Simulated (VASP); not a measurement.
# MnS (R-3m) in VASP: further runs, part 2 of 2

VASP 6.6.1. Earlier steps stand in the parts before.

## Step 3: Single point, PBEsol+U, collinear spin, antiferromagnetic start

INCAR

```
PREC = Accurate
ENCUT = 520
EDIFF = 1E-6
ISMEAR = -1
SIGMA = 0.05
LREAL = False
LASPH = True
NELM = 150
ALGO = Normal
ISIF = 2
LWAVE = False
LCHARG = True
ISPIN = 2
MAGMOM = 4 -4 0 0
LORBIT = 11
LMAXMIX = 4
LDAU = True
LDAUTYPE = 2
LDAUL = 2 -1
LDAUU = 6 0
LDAUJ = 0 0
LDAUPRINT = 1
GGA = PS
LELF = True
LVHAR = True
NBANDS = 31
```

KPOINTS

```
Automatic mesh
0
Gamma
  9 9 9
```

POSCAR

```
MnS
1.0
   -1.8299960138     -1.0565486911      5.9418405554
    1.8299960138     -1.0565486911      5.9418405554
    0.0000000000      2.1130973824      5.9418405554
Mn S
2 2
Direct
    0.0000000000      0.0000000000      0.0000000000
    0.5000000000      0.5000000000      0.5000000000
    0.2500000000      0.2500000000      0.2500000000
    0.7500000000      0.7500000000      0.7500000000
```

Potentials or basis: VASP PAW PBE potentials, release 64 (Mn_pv, S).

Started as:

```bash
> cat potpaw_PBE.64/Mn_pv/POTCAR potpaw_PBE.64/S/POTCAR > POTCAR
> mpirun -np 1 vasp_std > vasp.out
```

OUTCAR:

```text
PREC = Accurate
   ENCUT = 520
   EDIFF = 1E-6
   ISMEAR = -1
   LREAL = False
   LASPH = True
   NELM = 150
   ISIF = 2
   ISPIN = 2
   LORBIT = 11
   GGA = PS

 ion  position               nearest neighbor table
   1  0.000  0.000  0.000-   4 2.58   3 2.58   4 2.58   4 2.58   3 2.58   3 2.58
   2  0.500  0.500  0.500-   3 2.58   4 2.58   3 2.58   3 2.58   4 2.58   4 2.58
   3  0.250  0.250  0.250-   1 2.58   2 2.58   1 2.58   1 2.58   2 2.58   2 2.58
   4  0.750  0.750  0.750-   2 2.58   1 2.58   2 2.58   2 2.58   1 2.58   1 2.58

  LATTYP: Found a trigonal (rhomboedric) cell.
 ALAT       =     6.3063975242
 COS(alpha) =     0.8315901081

  Lattice vectors:

 A1 = (  -1.8299960138,  -1.0565486911,   5.9418405554)
 A2 = (   1.8299960138,  -1.0565486911,   5.9418405554)
 A3 = (   0.0000000000,   2.1130973824,   5.9418405554)

Analysis of symmetry for initial positions (statically):
=====================================================================
 Subroutine PRICEL returns following result:

[... 1939 lines left out ...]
  Direction    XX          YY          ZZ          XY          YZ          ZX
  --------------------------------------------------------------------------------------
  -------------------------------------------------------------------------------------
  Total        1.3924485      1.3924485      1.3746796      0.0000000      0.0000000      0.0000000
  in kB       32.3651648     32.3651648     31.9521551      0.0000000      0.0000000      0.0000000
  external PRESSURE =      32.2274949 kB  Pullay stress =       0.0000000 kB

 VOLUME and BASIS-vectors are now :
 -----------------------------------------------------------------------------
  energy-cutoff  :      520.00
  volume of cell :       68.93
      direct lattice vectors                 reciprocal lattice vectors
    -1.829996014 -1.056548691  5.941840555    -0.273224639 -0.157746319  0.056099340
     1.829996014 -1.056548691  5.941840555     0.273224639 -0.157746319  0.056099340
     0.000000000  2.113097382  5.941840555     0.000000000  0.315492638  0.056099340

 POSITION                                       TOTAL-FORCE (eV/Angst)
 -----------------------------------------------------------------------------------
      0.00000      0.00000      0.00000        -0.000000      0.000000     -0.000000
      0.00000      0.00000      8.91276         0.000000     -0.000000     -0.000000
      0.00000      0.00000      4.45638        -0.000000      0.000000     -0.000000
      0.00000      0.00000     13.36914         0.000000     -0.000000      0.000000
 -----------------------------------------------------------------------------------
    total drift:                               -0.000000     -0.000000     -0.000000

  FREE ENERGIE OF THE ION-ELECTRON SYSTEM (eV)
  ---------------------------------------------------
  free  energy   TOTEN  =       -26.5734080768 eV

  energy  without entropy=      -26.5734080767  energy(sigma->0) =      -26.57340808

 total charge

# of ion       s       p       d       tot
------------------------------------------
    1        0.224   6.182   4.908  11.314
    2        0.224   6.182   4.908  11.314
    3        1.314   2.458   0.000   3.772
    4        1.314   2.458   0.000   3.772
--------------------------------------------------
tot          3.077  17.280   9.815  30.172

 magnetization (x)

# of ion       s       p       d       tot
------------------------------------------
    1        0.025   0.024   4.532   4.581
    2       -0.025  -0.024  -4.532  -4.581
    3        0.000   0.000   0.000   0.000
    4        0.000   0.000   0.000   0.000
--------------------------------------------------
tot          0.000   0.000   0.000   0.000
```

It took 6.6 min on 1 thread of Intel Xeon 6975P-C (Granite Rapids), shared host; peak memory 0.55 GiB.

What came out:

- Free energy: -26.5734 eV
- Pressure: 3.2 GPa
- Band gap on the k mesh: 2.54 eV
- Net moment: 0.00 μB per cell
- Site moments: Mn +4.58, -4.58; S +0.00 μB
- Valence electrons inside the program's atomic spheres: Mn 11.31; S 3.77

Levels at points of the mesh, in eV from the valence-band top:
Spin up:
```tsv
k point	band 16	band 17	band 18	band 19	band 20	band 21	band 22	band 23
(0.00, 0.00, 0.00)	-0.81	-0.63	-0.63	-0.58	3.30	3.92	4.03	4.03
```
Spin down:
```csv
k point,band 15,band 16,band 17,band 18,band 19,band 20,band 21,band 22,band 23,band 24
"(0.00, 0.00, 0.00)",-0.81,-0.81,-0.63,-0.63,-0.58,3.30,3.92,4.03,4.03,4.08
```

Eigenvalues of the final occupation matrices:
| site | spin | trace | eigenvalues |
| --- | --- | --- | --- |
| site 1 d | 1 | 4.73 | 0.94 0.94 0.94 0.96 0.96 |
| site 1 d | 2 | 0.19 | 0.01 0.01 0.01 0.08 0.08 |
| site 2 d | 1 | 0.19 | 0.01 0.01 0.01 0.08 0.08 |
| site 2 d | 2 | 4.73 | 0.94 0.94 0.94 0.96 0.96 |

Caveat: the PAW data sets were made with another functional, which shifts forces and pressure a little; an odd mesh through Γ misses points on the zone boundary, where band edges often lie.

## Step 4: Single point, PBEsol+U, collinear spin, antiferromagnetic start

INCAR: that of step 3 with these lines changed.

```diff
@@ -19,3 +19,3 @@
 LDAUL = 2 -1
-LDAUU = 6 0
+LDAUU = 8 0
 LDAUJ = 0 0
```

KPOINTS is that of step 3.

POSCAR is that of step 3.

Started as:

```bash
> cat potpaw_PBE.64/Mn_pv/POTCAR potpaw_PBE.64/S/POTCAR > POTCAR
> mpirun -np 1 vasp_std > vasp.out
```

Wall time 5.7 min (1 thread of Intel Xeon 6975P-C (Granite Rapids), shared host); peak memory 0.55 GiB.

Results (log left out):

* Free energy: -25.7789 eV
* Pressure: 5.0 GPa
* Band gap on the k mesh: 2.65 eV
* Net moment: 0.00 μB per cell
* Site moments: Mn +4.66, -4.66; S +0.00 μB
* Valence electrons inside the program's atomic spheres: Mn 11.31; S 3.78

Levels at points of the mesh, in eV from the valence-band top:
Spin up:
| k point | band 16 | band 17 | band 18 | band 19 | band 20 | band 21 | band 22 | band 23 |
| --- | --- | --- | --- | --- | --- | --- | --- | --- |
| (0.00, 0.00, 0.00) | -0.70 | -0.50 | -0.50 | -0.45 | 3.42 | 4.02 | 4.83 | 4.83 |
Spin down:
```csv
k point,band 17,band 18,band 19,band 20,band 21,band 22
"(0.00, 0.00, 0.00)",-0.50,-0.50,-0.45,3.42,4.02,4.83
```

Eigenvalues of the final occupation matrices:
```tsv
site	spin	trace	eigenvalues
site 1 d	1	4.77	0.94 0.94 0.94 0.97 0.97
site 1 d	2	0.15	0.01 0.01 0.01 0.06 0.06
site 2 d	1	0.15	0.01 0.01 0.01 0.06 0.06
site 2 d	2	4.77	0.94 0.94 0.94 0.97 0.97
```

Caveat: the PAW data sets were made with another functional, which shifts forces and pressure a little; an odd mesh through Γ misses points on the zone boundary, where band edges often lie.

## Step 5: The reference run

An earlier run on the cell as given: functional PBE; potentials or basis VASP PAW PBE potentials, release 64 (Mn_pv, S); cutoff 520 eV; k mesh 9 × 9 × 9; occupations fermi-dirac, width 0.05 eV; collinear spin, ferromagnetic start; starting moments [4.0, 0.0] μB.

* Pressure: -1.6 GPa
* Band gap on the k mesh: none (metal or under the smearing width)
* Net moment: 4.66 μB per cell
* Site moments: Mn +4.22; S +0.10 μB
* Valence electrons inside the program's atomic spheres: Mn 11.33; S 3.73

## Step 6: Summary

| level | spin | U | supercell matrix | gap on the mesh (eV) | pressure (GPa) | moment (μB) |
| --- | --- | --- | --- | --- | --- | --- |
| PBEsol+U | collinear, antiferromagnetic start | Mn d U = 5 eV | [0, 1, 1, 1, 0, 1, 1, 1, 0] | 2.44 | 2.2 | 0.00 |
| PBEsol+U | collinear, antiferromagnetic start | Mn d U = 6 eV | [0, 1, 1, 1, 0, 1, 1, 1, 0] | 2.54 | 3.2 | 0.00 |
| PBEsol+U | collinear, antiferromagnetic start | Mn d U = 8 eV | [0, 1, 1, 1, 0, 1, 1, 1, 0] | 2.65 | 5.0 | 0.00 |
| PBE | collinear, ferromagnetic start | - | - | none | -1.6 | 4.66 |

Alike in all rows: task single point; potentials or basis VASP PAW PBE potentials, release 64 (Mn_pv, S); cell as given; k mesh 9 × 9 × 9; cutoff (eV) 520; smearing fermi-dirac 0.05 eV.

On the cell as given the gap runs from zero (PBE) to 2.65 eV (PBEsol+U). The pressure there spans -1.6 GPa (PBE) to 5.0 GPa (PBEsol+U); a positive pressure means that this level wants a larger cell, a negative one a smaller.

Caveats: the PAW data sets were made with another functional, which shifts forces and pressure a little (some runs); an odd mesh through Γ misses points on the zone boundary, where band edges often lie (some runs); a cell with one magnetic atom can't hold antiferromagnetic order, which such compounds often take (some runs); semilocal functionals often make such compounds metallic where correlation or magnetic order opens a gap, which also shifts bond lengths (some runs).

Total energies depend on the potentials used, so only differences within one code and one set of settings carry meaning.
